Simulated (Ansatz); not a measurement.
A scan (energy against volume; even scaling of the relaxed cell, symmetry kept) gave these values. Computed with PBE (plane waves to 420 eV, PAW, scalar-relativistic; Ansatz, a quantum-chemistry and plane-wave program).

The bulk modulus B₀ (third-order Birch-Murnaghan fit) comes out as 43.3 GPa and the pressure derivative B₀′ (fit) comes out as 4.7. The equilibrium volume of the fit is 29.49 Å³/atom.

**Question.** Of these crystals, all scanned alike, which one is it?
A. BeSe (zinc blende)
B. BN (zinc blende)
C. ZnTe (zinc blende)

**Answer.** C, ZnTe (zinc blende). The others have, for the bulk modulus: BN 371 GPa, BeSe 75.1 GPa

All were relaxed with their symmetry unable to fall. Spin-orbit coupling is left out.

(A scan under strain: stresses follow from slopes of the energy per volume, elastic moduli from its curvatures.)
